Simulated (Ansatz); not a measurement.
# Si2Mo (P6_222), an elastic constant from a strain scan

Computed with DFT r2SCAN, scalar-relativistic, plane waves, PAW (Ansatz). Cutoff 500 eV, Γ-centred 12×12×6 k-points, Gaussian smearing of 0.03 eV. No spin polarisation. Energies are free energies at this smearing, counted from the undisturbed cell; pressure is positive in compression.

The undisturbed cell (relaxed at this level; this form isn't the usual structure):

```
Si Mo
1.0
     4.58398    0.00000    0.00000
    -2.29199    3.96984    0.00000
     0.00000    0.00000    6.57684
Si Mo
6 3
Direct
  0.16386 0.83614 0.83333
  0.32772 0.16386 0.16667
  0.83614 0.67228 0.50000
  0.83614 0.16386 0.83333
  0.67228 0.83614 0.16667
  0.16386 0.32772 0.50000
  0.50000 0.00000 0.50000
  0.00000 0.50000 0.16667
  0.50000 0.50000 0.83333
```

The cell is strained by ε times the Voigt pattern (1, -1, 0, 0, 0, 0) (xx, yy, zz, yz, xz, xy; engineering shear) with fractional coordinates fixed. The cell holds 9 atoms in V0 = 119.68 Å³. The stress column is τ = (1/V0) dE/dε, got from the stress tensor σ (compression positive) at each point as −det(1 + εP) σ : P(1 + εP)⁻¹, with P the pattern as a tensor.

```csv
ε,ΔE (meV/atom),τ (GPa)
-0.0400,?,?
-0.0200,11.933,-14.220
0.0000,0.000,0.000
0.0100,3.084,7.474
0.0300,28.402,23.211
```

Task: Which combination of elastic constants does this scan measure, and how large is it?

Result: For small ε, τ = τ0 + Kε with K = pᵀCp, which for this pattern is C11 + C22 − 2 C12 in the Cartesian frame shown. The parabola through τ at ε = -0.0200, 0 and 0.0100 has slope K = 735 GPa at zero. The energies per cell, E = NΔE, of the same two points give K = 2[E(ε₊)/ε₊ − E(ε₋)/ε₋]/[(ε₊ − ε₋)V0] = 727 GPa, in agreement. These are clamped-ion values.

Task: Predict the withheld row at ε = -0.0400 from the harmonic law, and compare.

Result: ΔE = V0(τ0 ε + Kε²/2)/N = 48.820 meV/atom and τ = -29.41 GPa. The calculation gives 46.717 meV/atom and -27.54 GPa, a miss of 4.3 % of the harmonic energy, so the harmonic law still holds here.

Forces appear on the atoms along this scan, and letting them relax would lower the energy and soften the response. The gap closes along the scan, which can put kinks into the curve.